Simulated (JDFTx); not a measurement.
Crystal: CaO.

```xyz
2
Lattice="0.0000 2.4036 2.4036 2.4036 0.0000 2.4036 2.4036 2.4036 0.0000" Properties=species:S:1:pos:R:3 pbc="T T T"
Ca    0.0000    0.0000    0.0000
O     2.4036    2.4036    2.4036
```

The cell is a database's computed one.

Base run:

```yaml
Program: JDFTx 1.7.0 (patched build)
Functional: r2SCAN
Potentials_or_basis: SG15-PBE-1.2 with smoothed tails
Cutoff: 1361 eV
Density_cutoff: 10885 eV
k_mesh: 6 × 6 × 6
Occupations: fermi-dirac, width 0.05 eV
Spin: no spin polarisation
```

Its results: band gap on the k mesh 4.27 eV, indirect (least direct gap 4.65 eV); pressure -1.0 GPa.

Problem. The run is repeated on the same cell with these changes: functional from r2SCAN to PBEsol. What comes out?

Solution. Band gap on the k mesh 3.55 eV, indirect (least direct gap 3.93 eV); pressure -2.4 GPa.

r2SCAN gives the wider gap, since meta-GGAs in the generalised Kohn-Sham scheme recover part of the derivative discontinuity.

Caveats: the potentials were made for another functional, which shifts forces and pressure.

A k mesh can miss the band edges.

Not every run made on this cell is shown here.
